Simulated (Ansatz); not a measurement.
Al:

```
Al
1.0
    -1.57590    1.65692    1.65798
     1.47948   -1.59764    1.50228
     1.61445    1.63620   -1.59870
Al
1
Direct
  0.00000 0.00000 0.00000
```

This isn't the form of Al at room conditions, which is fcc.

The cell isn't the ideal one: cell sheared at random, sigma 0.03, atoms nudged by 0.01 Å.

Program: Ansatz 0.2.0. Alike in all runs: potentials or basis Ansatz PAW; no spin polarisation; cell sheared at random, sigma 0.03, atoms nudged by 0.01 Å; k mesh 6 × 6 × 6; smearing fermi-dirac 0.05 eV; the mesh is coarse, so values aren't converged.

Question: Order these runs on this cell by their pressure, lowest first.
A. level HSE03; cutoff (eV) 420; points for each segment of the path 4
B. level r2SCANh; cutoff (eV) 500
C. level HF; cutoff (eV) 420
D. level B3LYP; cutoff (eV) 420

Answer: B (2.1 GPa), A (4.3 GPa), D (6.9 GPa), C (10.4 GPa).

Caveats: all runs use coarse meshes; the PAW data sets come from PBE, with cores solved anew for the run's functional, which leaves a small shift of forces and pressure; the thresholds are loose for stress.
